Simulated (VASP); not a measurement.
The system is SiMo3.

```
CELL_PARAMETERS angstrom
4.96866 -0.01227 0.01646
-0.01227 4.78925 -0.00318
0.01646 -0.00318 4.94446
ATOMIC_POSITIONS crystal
Si 0.99205 0.98163 0.99749
Si 0.50256 0.50362 0.49102
Mo 0.27952 0.49108 0.98824
Mo 0.74401 0.49960 0.01358
Mo 0.99830 0.23911 0.49539
Mo 0.02152 0.75246 0.49918
Mo 0.51136 0.00918 0.25538
Mo 0.50702 0.99663 0.74638
```

The cell was built by a generator and needn't be a form met in nature.

| Quantity | Value |
| --- | --- |
| Program | VASP 6.6.1 |
| Task | relaxation of cell and atoms |
| Functional | PBE |
| Potentials or basis | VASP PAW PBE potentials, release 64 (Si, Mo_sv) |
| Cutoff | 520 eV |
| k mesh | 5 × 5 × 5 |
| Occupations | gaussian, width 0.15 eV |
| Spin | no spin polarisation |

At the start: pressure 3.8 GPa; volume 14.71 Å³/atom.

**Question.** How do energy, volume and symmetry change on relaxing?

**Answer.** Over 15 steps the energy falls by 76.5 meV/atom and the volume is 14.75 Å³/atom (+0.3 %); space group Pm-3n (No. 223, to 0.05 Å).

Step by step:
| step | energy change (eV) | largest force (eV/Å) | pressure (GPa) | volume (Å³) |
| --- | --- | --- | --- | --- |
| 1 | 0.0000 | 2.9125 | 3.82 | 117.66 |
| 2 | -0.3102 | 1.2439 | -9.72 | 123.64 |
| 3 | -0.4622 | 0.6474 | -6.02 | 121.33 |
| 4 | -0.3989 | 1.5785 | 9.82 | 114.00 |
| 5 | -0.5643 | 0.6471 | 0.32 | 117.98 |
| 6 | -0.6019 | 0.2677 | 0.50 | 117.85 |
| 7 | -0.6037 | 0.2106 | 0.52 | 117.82 |
| 8 | -0.6088 | 0.0989 | -0.93 | 118.51 |
| 9 | -0.6088 | 0.1114 | -0.80 | 118.43 |
| 10 | -0.6105 | 0.1445 | 0.56 | 117.82 |
| 11 | -0.6111 | 0.0919 | 0.17 | 118.03 |
| 12 | -0.6120 | 0.0434 | 0.01 | 118.08 |
| 13 | -0.6120 | 0.0352 | -0.07 | 118.10 |
| 14 | -0.6120 | 0.0315 | -0.07 | 118.10 |
| 15 | -0.6122 | 0.0154 | -0.03 | 118.02 |

Final structure:
```
Si Mo
1.0
     4.90457    0.00007   -0.00021
    -0.00011    4.90545    0.00022
    -0.00024    0.00019    4.90521
Si Mo
2 6
Direct
  0.00737 0.99657 0.99838
  0.50740 0.49680 0.49842
  0.25704 0.49663 0.99843
  0.75699 0.49653 0.99819
  0.00697 0.24671 0.49825
  0.00680 0.74676 0.49828
  0.50691 0.99666 0.24835
  0.50685 0.99666 0.74836
```
